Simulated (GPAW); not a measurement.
# Hf (P-1) in GPAW: single point with PBE

Aim: the single point of Hf with PBE.

Everything below comes from runs of GPAW 26.7.0. Logs are shortened: lines on timing, memory, paths and dates and some standing lists are left out, and cuts for length are marked. The log counts tension as positive stress, the text compression.

## (1) The cell of the first run

The typed cell holds 1 atom: a = 3.078 Å, b = 3.058 Å, c = 3.476 Å, α = 55.73°, β = 55.49°, γ = 61.24°.

This isn't the form of Hf at room conditions, which is hcp.

## (2) Single point, PBE (cell sheared at random, sigma 0.06, atoms nudged by 0.01 Å)

Input file run.py:

```python
from ase import Atoms
from ase.dft.bandgap import bandgap
from ase.io import write
from ase.units import GPa
from gpaw import GPAW, PW, setup_paths

setup_paths.insert(0, '.')

atoms = Atoms(['Hf'],
              cell=[[0.11926996, 2.34305202, 1.99282058],
                    [2.32108664, 0.12479836, 1.98729217],
                    [2.44975498, 2.46619196, -0.00386998]],
              scaled_positions=[[0.0, 0.0, 0.0]],
              pbc=True)

calc = GPAW(mode=PW(450),
            xc='PBE',
            kpts={'size': (9, 9, 8), 'gamma': True},
            occupations={'name': 'fermi-dirac', 'width': 0.05},
            nbands=14,
            maxiter=120,
            txt='gpaw.txt')
atoms.calc = calc
energy = atoms.get_potential_energy()
forces = atoms.get_forces()
stress = atoms.get_stress()
calc.write('gs.gpw')
write('result.traj', atoms)
print(f'Energy: {energy:.6f} eV')
print('Forces (eV/A):')
print(forces.round(4))
print('Stress (GPa):', (stress / GPa).round(3))
print('Fermi level:', round(calc.get_fermi_level(), 4), 'eV')
print(f'Gap: {bandgap(calc)[0]:.4f} eV, direct: {bandgap(calc, direct=True)[0]:.4f} eV')
```

Potentials or basis: PAW data sets generated in the run's folder for this functional, pw.

Launch:

```
$ gpaw-setup -f PBE Hf
$ OMP_NUM_THREADS=1 python run.py
```

gpaw.txt:

```text
__  _  _
 | _ |_)|_||  |
 |__||  | ||/\| - 26.7.0

Input parameters:
  mode=PW(ecut=450.00000000000006),
  kpts=MonkhorstPack(size=(9, 9, 8), gamma=True),
  maxiter=120,
  nbands=14,
  occupations=Occupations(name='fermi-dirac', width=0.05),
  xc=XC(name='PBE')

Diagonalizing LCAO Hamiltonian
Converting LCAO to pw mode

       Hf

Atoms  # Å, Bohr magnetons
|   | symbol |        x |        y |        z |    initial magnetic moments |
|---|--------|----------|----------|----------|-----------------------------|
| 0 |     Hf | 0.000000 | 0.000000 | 0.000000 | ( 0.0000,  0.0000,  0.0000) |

Unit cell  # Å
| periodic |        x |        y |         z |  lengths |    angles |
|----------|----------|----------|-----------|----------|-----------|
|      yes | 0.119270 | 2.343052 |  1.992821 | 3.078222 | 55.728736 |
|      yes | 2.321087 | 0.124798 |  1.987292 | 3.058161 | 55.485804 |
|      yes | 2.449755 | 2.466192 | -0.003870 | 3.476121 | 61.238348 |

Number of symmetries: 2
Symmetry operations  # r_c * U_cc + t_c -> r_c
|   | kind |            matrix            |
|---|------|------------------------------|
| 0 |  E   |  1, 0, 0,  0, 1, 0,  0, 0, 1 |
| 1 |  i   | -1, 0, 0,  0,-1, 0,  0, 0,-1 |

BZ-sampling:
  Number of BZ points: 648
  Number of IBZ points: 325

  Monkhorst-Pack size: [9, 9, 8]
  Monkhorst-Pack shift: [0.0, 0.0, 0.0625]

K-points  # in reciprocal-cell coordinates
|     |                                coordinates |     weight |
|-----|--------------------------------------------|------------|
|   0 | (  0.00000000,   0.00000000,   0.00000000) | 0.00154321 |
|   1 | (  0.00000000,   0.00000000,   0.12500000) | 0.00308642 |
|   2 | (  0.00000000,   0.00000000,   0.25000000) | 0.00308642 |
|   3 | (  0.00000000,   0.00000000,   0.37500000) | 0.00308642 |
|   4 | (  0.00000000,   0.00000000,   0.50000000) | 0.00154321 |
|   5 | (  0.00000000,   0.11111111,  -0.37500000) | 0.00308642 |
|   6 | (  0.00000000,   0.11111111,  -0.25000000) | 0.00308642 |
|   7 | (  0.00000000,   0.11111111,  -0.12500000) | 0.00308642 |
|   8 | (  0.00000000,   0.11111111,   0.00000000) | 0.00308642 |
|   9 | (  0.00000000,   0.11111111,   0.12500000) | 0.00308642 |
| ... |                                            |            |
| 324 | (  0.44444444,   0.44444444,   0.50000000) | 0.00308642 |

Plane wave coefficients: 481
Cutoff: 450.00000000000006 eV

Spin-components: 1 (collinear spins)
Bands:           14
Projectors:      6
Spin-degeneracy: 2
Datatype:        complex128

Parallelization:
  kpt:    1
  domain: 1
  band:   1

Density:
  Valence electrons: 12.0
  Components: 1
  Grid points: [16 15 18]
  Charge: 0.0  # |e|

Potential:
  Grid points: [16 15 18]

species:
  Hf:
    name:    Hafnium
    Z:       72.0
    valence: 12
    core:    60
    charge:  0.0  # [|e|]
    compensation charges:
      type: gauss
      rc: 0.41  # [Å]
      lmax: 2
    cutoffs:
      filter: 2.36  # [Å]
      core: 4.02  # [Å]
    projectors
    | kind |    occ | energy [eV] | rcut [Å] |
    |------|--------|-------------|----------|
    |   5s |  2.000 |     -66.831 |    1.397 |
    |   6s |  2.000 |      -5.097 |    1.397 |
    |   5p |  6.000 |     -35.599 |    1.307 |
    |   6p |  0.000 |      -1.401 |    1.307 |
    |   5d |  2.000 |      -2.699 |    1.334 |
    |    d |        |      24.513 |    1.334 |

    Using partial waves for Hf as LCAO basis

Reference energy: -409886.117640  # eV

eigensolver:
  PPCG
  Converge bands: occupied
  niter=2

density mixing:
  MSR1-Mixer
  Pratt-step length: 0.05
  Maximum mixing coefficient: 0.75
  Old densities: 10
  SVD Regularization: 0.005
  Good broyden scale: 1.0
  Trust region scale: 1.0
  Backstep threshold: 4.0
  History deletion threshold: 6.0
  Fourier metric: weight=20.0, sigma=0.015

occupation numbers:
  Fermi-Dirac:
    width: 0.0500  # eV

poisson solver:
  ecut: 3600.0000000000005  # eV

xc functional:
  name: PBE with 2 nearest neighbor stencil

convergence criteria:
- Maximum [total energy] change in last 3 cyles: 0.0005 eV / valence electron
- Maximum integral of absolute [dens]ity change: 0.0001 electrons / valence electron
- Maximum integral of absolute [eigenst]ate change: 4e-08 eV^2 / valence electron
maximum number of iterations: 120

SCF iterations
|iter     | |      energy | eigst |  dens |
|---------|-|-------------|-------|-------|
|iter:   1| |   -7.440259 | -0.23 |       |
|iter:   2| |   -7.425794 | -3.08 | -1.33 |
|iter:   3| |   -7.358239 | -2.06 | -1.36 |
|iter:   4| |   -7.363170 | -3.32 | -1.97 |
|iter:   5| |   -7.364385 | -4.50 | -2.38 |
|iter:   6| |   -7.364388c| -6.46 | -3.68 |
|iter:   7| |   -7.364388c| -7.77c| -4.21c|

Converged in 7 steps
Energy contributions relative to reference atoms: (reference = -409886.117640)

Energy contributions:
  Kinetic:           9.099932
  Coulomb:          -8.124132
  Zero:             -0.494499
  External:          0.000000
  Xc:               -7.839020
  Entropy:          -0.013337
  Spinorbit:         0.000000
  ----------------------------
  Free energy:      -7.371057
  Extrapolated:     -7.364388

dipole moment: (-17.752697, -17.912180, -14.435055)  # |e|*Ang

Fermi level: 10.121
Eigenvalues  # (at kpt = [0.000, 0.000, 0.000])
| band index |      eig [eV] | occ [0-2] |
|------------|---------------|-----------|
|          0 |       -51.292 |     2.000 |
|          1 |       -19.758 |     2.000 |
|          2 |       -19.733 |     2.000 |
|          3 |       -19.678 |     2.000 |
|          4 |         2.915 |     2.000 |
|          5 |        10.562 |     0.000 |
|          6 |        12.066 |     0.000 |
|          7 |        12.547 |     0.000 |
|          8 |        13.253 |     0.000 |
|          9 |        15.483 |     0.000 |
|         10 |        22.175 |     0.000 |
|         11 |        23.960 |     0.000 |
|         12 |        26.110 |     0.000 |
|         13 |        29.806 |     0.000 |

No gap
No difference between direct/indirect transitions

Forces  # eV/Ang
|       x |       y |       z |
|---------|---------|---------|
| 0.00000 | 0.00000 | 0.00000 |  # Hf   0

Stress tensor  # eV/Ang^3
|         x |         y |         z |
|-----------|-----------|-----------|
| -0.022839 |  0.010336 | -0.000697 |
|  0.010336 | -0.020277 |  0.002154 |
| -0.000697 |  0.002154 | -0.035787 |

# Writing to gs.gpw (mode='')
```

It took 35 s on 1 thread of Intel Xeon Platinum 8375C at 2.90GHz (Ice Lake), shared host; peak memory 0.19 GiB.

What came out:

```
Free energy            : -7.3711 eV
Pressure               : 4.2 GPa
Band gap on the k mesh : none (metal or under the smearing width)
```

Levels at points of the mesh, in eV from the Fermi level:
| k point | band 3 | band 4 | band 5 | band 6 | band 7 | band 8 | band 9 | band 10 |
| --- | --- | --- | --- | --- | --- | --- | --- | --- |
| (0.00, 0.00, 0.00) | -29.85 | -29.80 | -7.21 | 0.44 | 1.94 | 2.43 | 3.13 | 5.36 |
| (0.00, 0.00, 0.50) | -29.98 | -29.84 | -3.73 | 0.42 | 1.06 | 2.04 | 4.95 | 7.34 |

Caveat: the cutoff is short for stress and forces, so pressures can be off by a GPa or more. The run has no spin-orbit coupling, so splittings on Hf are missing.
